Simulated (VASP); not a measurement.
# W (Im-3m) in VASP: a series of runs

Runs on W. Level: PBE. Tasks: relaxation of cell and atoms.

All numbers are computed with VASP 6.6.1; they aren't measurements. Logs are shortened: lines on timing, memory, paths and dates and some standing lists are left out, and cuts for length are marked.

### Step 1. Starting point

It takes space group Im-3m (No. 229, cubic). The conventional cell has a = 3.165 Å, b = 3.165 Å, c = 3.165 Å, α = 90.00°, β = 90.00°, γ = 90.00°. W (site symmetry m-3m) has 8 W at 2.74 Å as nearest neighbours.

### Step 2. Relaxation of cell and atoms, PBE

Contents of INCAR:

```
PREC = Accurate
ENCUT = 350
EDIFF = 1E-7
ISMEAR = 0
SIGMA = 0.1
LREAL = F
LASPH = T
NELM = 80
ALGO = Normal
ISIF = 3
LWAVE = F
LCHARG = F
GGA = PE
IBRION = 2
NSW = 80
EDIFFG = -0.002
```

Contents of KPOINTS:

```
regular mesh
0
Gamma
  18 18 18
```

Contents of POSCAR:

```
W
1.0
   -1.5823450000      1.5823450000      1.5823450000
    1.5823450000     -1.5823450000      1.5823450000
    1.5823450000      1.5823450000     -1.5823450000
W
1
Direct
    0.0000000000      0.0000000000      0.0000000000
```

Potentials or basis: VASP PAW PBE potentials, release 64 (W_sv).

Run with:

```
$ cat potpaw_PBE.64/W_sv/POTCAR > POTCAR
$ mpirun -np 1 vasp_std > vasp.out
```

OUTCAR:

```text
PREC = Accurate
   ENCUT = 350
   EDIFF = 1E-7
   ISMEAR = 0
   LREAL = F
   LASPH = T
   NELM = 80
   ISIF = 3
   GGA = PE
   IBRION = 2
   NSW = 80
   EDIFFG = -0.002

 ion  position               nearest neighbor table
   1  0.000  0.000  0.000-

  LATTYP: Found a body centered cubic cell.
 ALAT       =     3.1646900000

  Lattice vectors:

 A1 = (  -1.5823450000,   1.5823450000,   1.5823450000)
 A2 = (   1.5823450000,  -1.5823450000,   1.5823450000)
 A3 = (   1.5823450000,   1.5823450000,  -1.5823450000)

Analysis of symmetry for initial positions (statically):
=====================================================================
 Subroutine PRICEL returns:
 Original cell was already a primitive cell.

 Routine SETGRP: Setting up the symmetry group for a
 body centered cubic supercell.

 Subroutine GETGRP returns: Found 48 space group operations
 (whereof 48 operations were pure point group operations)
 out of a pool of 48 trial point group operations.

The static configuration has the point symmetry O_h .

Analysis of symmetry for dynamics (positions and initial velocities):
=====================================================================
 Subroutine PRICEL returns:
 Original cell was already a primitive cell.

 Routine SETGRP: Setting up the symmetry group for a
 body centered cubic supercell.

 Subroutine GETGRP returns: Found 48 space group operations
 (whereof 48 operations were pure point group operations)
 out of a pool of 48 trial point group operations.

The dynamic configuration has the point symmetry O_h .

 Subroutine INISYM returns: Found 48 space group operations
 (whereof 48 operations are pure point group operations),
 and found     1 'primitive' translations

----------------------------------------------------------------------------------------

                                     Primitive cell

  volume of cell :      15.8476

  direct lattice vectors                    reciprocal lattice vectors
    -1.582345000  1.582345000  1.582345000     0.000000000  0.315986716  0.315986716
     1.582345000 -1.582345000  1.582345000     0.315986716  0.000000000  0.315986716
     1.582345000  1.582345000 -1.582345000     0.315986716  0.315986716  0.000000000

  length of vectors
[... 94 lines left out ...]
   EFERMI =   0.00;   METHOD = LEGACY
   ISMEAR =     0;   SIGMA  =   0.10  broadening in eV -4-tet -1-fermi 0-gaus
   EFERMI_NEDOS =   21; number of points for ismear=-14 and -15
   IALGO  =     38    algorithm
   IMIX   =      4    mixing-type and parameters
     AMIX     =   0.40;   BMIX     =  1.00
     AMIX_MAG =   1.60;   BMIX_MAG =  1.00
  volume/ion in A,a.u.               =      15.85       106.94
  Fermi-wavevector in a.u.,A,eV,Ry     =   1.570832  2.968442 33.572544  2.467512
  Thomas-Fermi vector in A             =   2.672506
   LORBIT       =      0    0 simple, 1 ext, 2 COOP (PROOUT), +10 PAW based schemes
   GGA     = PE    functional components
   LHFCALC =     F    Hartree Fock is set to
   AEXX    =    0.0000 exact exchange contribution
   IVDW    =     0    specifies the selected vdW correction
   LEPSILON=     F    determine dielectric tensor
   LRPA    =     F    only Hartree local field effects (RPA)
 conjugate gradient relaxation of ions
 non-spin polarized calculation
 Gauss-broadening in eV      SIGMA  =   0.10
  energy-cutoff  :      350.00
  volume of cell :       15.85
 maximum number of plane-waves:       246
 NGX is ok and might be reduce to    18
   NGX =  9   NGY =  9   NGZ =  9

--------------------------------------- Ionic step        1  -------------------------------------------

 number of electron      14.0000001 magnetization

 Free energy of the ion-electron system (eV)
  ---------------------------------------------------
  ext. energy  EPLUGINS =         0.00000000
  ---------------------------------------------------
  free energy    TOTEN  =       -12.94418630 eV

  energy without entropy =      -12.94071480  energy(sigma->0) =      -12.94245055

------------------------ aborting loop because EDIFF is reached ----------------------------------------

  FORCE on cell =-STRESS in cart. coord.  units (eV):
  Direction    XX          YY          ZZ          XY          YZ          ZX
  --------------------------------------------------------------------------------------
  -------------------------------------------------------------------------------------
  Total        0.5810355      0.5810355      0.5810355     -0.0000000      0.0000000      0.0000000
  in kB       58.7421359     58.7421359     58.7421359     -0.0000000      0.0000000      0.0000000
  external PRESSURE =      58.7421359 kB  Pullay stress =       0.0000000 kB
[... 92 lines left out ...]
--------------------------------------- Ionic step        4  -------------------------------------------

 number of electron      13.9999994 magnetization

 Free energy of the ion-electron system (eV)
  ---------------------------------------------------
  ext. energy  EPLUGINS =         0.00000000
  ---------------------------------------------------
  free energy    TOTEN  =       -12.94942261 eV

  energy without entropy =      -12.94584507  energy(sigma->0) =      -12.94763384

 E-fermi :  11.1849     XC(G=0): -13.5392

 val. band max:       11.1807211564   @ k =  -0.2778   0.3333   0.2222
 cond. band min:      11.1967276039   @ k =   0.5000   0.5000   0.2222
 fundamental gap:      0.0160064475
 Fermi energy:        11.1849020259

 k-point     1 :       0.0000    0.0000    0.0000
  band No.  band energies     occupation
      1     -63.0152      2.00000
      2     -26.6040      2.00000
      3     -26.6040      2.00000
      4     -26.6040      2.00000
      5       1.6469      2.00000
      6       9.9898      2.00000
      7       9.9898      2.00000
      8       9.9898      2.00000
      9      13.4077      0.00000
     10      13.4077      0.00000
     11      25.6613      0.00000
[... 309 lines left out ...]
 k-point    24 :       0.3889    0.1111    0.0000
  band No.  band energies     occupation
      1     -62.8913      2.00000
      2     -27.7426      2.00000
      3     -27.0324      2.00000
      4     -26.6639      2.00000
      5       5.4532      2.00000
      6       7.8530      2.00000
      7      10.5716      2.00000
      8      13.1733      0.00000
      9      14.4672      0.00000
     10      17.4591      0.00000
     11      21.8560      0.00000

 [... further k-points ...]
[... 5 lines left out ...]
  --------------------------------------------------------------------------------------
  -------------------------------------------------------------------------------------
  Total       -0.0005842     -0.0005842     -0.0005842     -0.0000000     -0.0000000      0.0000000
  in kB       -0.0579979     -0.0579979     -0.0579979     -0.0000000     -0.0000000      0.0000000
  external PRESSURE =      -0.0579979 kB  Pullay stress =       0.0000000 kB
[... 16 lines left out ...]
  FREE ENERGIE OF THE ION-ELECTRON SYSTEM (eV)
  ---------------------------------------------------
  free  energy   TOTEN  =       -12.9494226052 eV

  energy  without entropy=      -12.9458450695  energy(sigma->0) =      -12.94763384

 reached required accuracy - stopping structural energy minimisation
```

OSZICAR:

```text
N       E                     dE             d eps       ncg     rms          rms(c)
DAV:   1     0.579403368775E+02    0.57940E+02   -0.63226E+03  4355   0.112E+03
DAV:   2    -0.124401349991E+02   -0.70380E+02   -0.67893E+02  4590   0.275E+02
[... 34 lines left out ...]
   3 F= -.12949418E+02 E0= -.12947628E+02  d E =-.523197E-02
       N       E                     dE             d eps       ncg     rms          rms(c)
DAV:   1    -0.129494536406E+02   -0.35400E-04   -0.73597E-04  4413   0.427E-01    0.719E-02
DAV:   2    -0.129494260586E+02    0.27582E-04   -0.40096E-05  4407   0.854E-02    0.163E-02
DAV:   3    -0.129494218682E+02    0.41904E-05   -0.12796E-05  4494   0.472E-02    0.128E-02
DAV:   4    -0.129494226172E+02   -0.74908E-06   -0.29424E-07  4379   0.705E-03    0.152E-03
DAV:   5    -0.129494226052E+02    0.12058E-07   -0.19573E-08  2218   0.184E-03
   4 F= -.12949423E+02 E0= -.12947634E+02  d E =-.523631E-02
```

CONTCAR:

```text
W
   1.00000000000000
    -1.5919880414401939    1.5919880414401939    1.5919880414401939
     1.5919880414401939   -1.5919880414401939    1.5919880414401939
     1.5919880414401939    1.5919880414401939   -1.5919880414401939
  W
     1
Direct
     0.0000000000000000    0.0000000000000000    0.0000000000000000

  0.00000000E+00  0.00000000E+00  0.00000000E+00
```

Wall time 31 s (1 thread of Intel Xeon Platinum 8559C (Emerald Rapids), shared host); peak memory 0.13 GiB.

What came out:

```
Free energy                            : -12.9494 eV
Relaxed volume                         : 16.14 Å³/atom
Relaxed cell                           : a = 2.757 Å, b = 2.757 Å, c = 2.757 Å, α = 109.47°, β = 109.47°, γ = 109.47°
Space group after relaxing (to 0.05 Å) : Im-3m (No. 229)
Energy gained by relaxing              : 5.2 meV/atom
Ionic steps                            : 4
Pressure after relaxing                : 0.0 GPa
Band gap on the k mesh                 : none (metal or under the smearing width)
```

The path:
```
step  energy change (eV)  largest force (eV/Å)  pressure (GPa)  volume (Å³)
   1              0.0000                0.0000            5.87        15.85
   2              0.0569                0.0000          -17.38        17.22
   3             -0.0052                0.0000           -0.15        16.15
   4             -0.0052                0.0000           -0.01        16.14
```

Final structure:
```cif
data_structure
_symmetry_space_group_name_H-M 'P 1'
_symmetry_Int_Tables_number 1
_cell_length_a 2.7574
_cell_length_b 2.7574
_cell_length_c 2.7574
_cell_angle_alpha 109.471
_cell_angle_beta 109.471
_cell_angle_gamma 109.471
_cell_volume 16.14
loop_
_atom_site_label
_atom_site_type_symbol
_atom_site_fract_x
_atom_site_fract_y
_atom_site_fract_z
_atom_site_occupancy
W1 W 0.00000 0.00000 0.00000 1
```

Levels at points of the mesh, in eV from the Fermi level:
| k point | band 4 | band 5 | band 6 | band 7 | band 8 | band 9 | band 10 | band 11 |
| --- | --- | --- | --- | --- | --- | --- | --- | --- |
| (0.00, 0.00, 0.00) | -37.79 | -9.54 | -1.20 | -1.20 | -1.20 | 2.22 | 2.22 | 14.48 |
| (0.50, 0.00, 0.00) | -37.80 | -6.16 | -3.48 | 0.62 | 2.11 | 3.06 | 6.00 | 10.80 |
| (0.50, 0.50, 0.50) | -38.64 | -5.69 | -5.69 | 5.04 | 5.04 | 5.04 | 8.10 | 8.10 |

The run has no spin-orbit coupling, so splittings on W are missing. Zero-point motion and thermal expansion aren't in these numbers.

### Step 3. Relaxation of cell and atoms, PBE

This run uses another cell than the first one, of 16.14 Å³/atom, 1.018 times its volume.

INCAR is that of step 2.

KPOINTS is that of step 2.

Contents of POSCAR:

```
W                                       
1.0
   -1.5919880414      1.5919880414      1.5919880414
    1.5919880414     -1.5919880414      1.5919880414
    1.5919880414      1.5919880414     -1.5919880414
  W             
     1
Direct
     0.0000000000000000    0.0000000000000000    0.0000000000000000
```

Potentials or basis: VASP PAW PBE potentials, release 64 (W_sv).

Run with:

```
$ cat potpaw_PBE.64/W_sv/POTCAR > POTCAR
$ mpirun -np 1 vasp_std > vasp.out
```

Run time: 21 s. Hardware: 1 thread of Intel Xeon Platinum 8559C (Emerald Rapids), shared host; peak memory 0.13 GiB.

It converged, with:

```yaml
Free_energy: -12.9503 eV
Relaxed_volume: 16.14 Å³/atom
Relaxed_cell: a = 2.758 Å, b = 2.758 Å, c = 2.758 Å, α = 109.47°, β = 109.47°, γ = 109.47°
Space_group_after_relaxing_to_0.05_Å: Im-3m (No. 229)
Energy_gained_by_relaxing: 0.0 meV/atom
Ionic_steps: 3
Pressure_after_relaxing: 0.0 GPa
Band_gap_on_the_k_mesh: none (metal or under the smearing width)
```

Final structure:
```
W
1.0
    -1.59204    1.59204    1.59204
     1.59204   -1.59204    1.59204
     1.59204    1.59204   -1.59204
W
1
Direct
  0.00000 0.00000 0.00000
```

Levels at points of the mesh, in eV from the Fermi level:
```tsv
k point	band 3	band 4	band 5	band 6	band 7	band 8	band 9	band 10	band 11
(0.00, 0.00, 0.00)	-37.79	-37.79	-9.54	-1.19	-1.19	-1.19	2.22	2.22	14.48
(0.50, 0.00, 0.00)	-38.19	-37.80	-6.16	-3.48	0.62	2.11	3.06	6.00	10.79
(0.50, 0.50, 0.50)	-38.64	-38.64	-5.69	-5.69	5.04	5.04	5.04	8.10	8.10
```
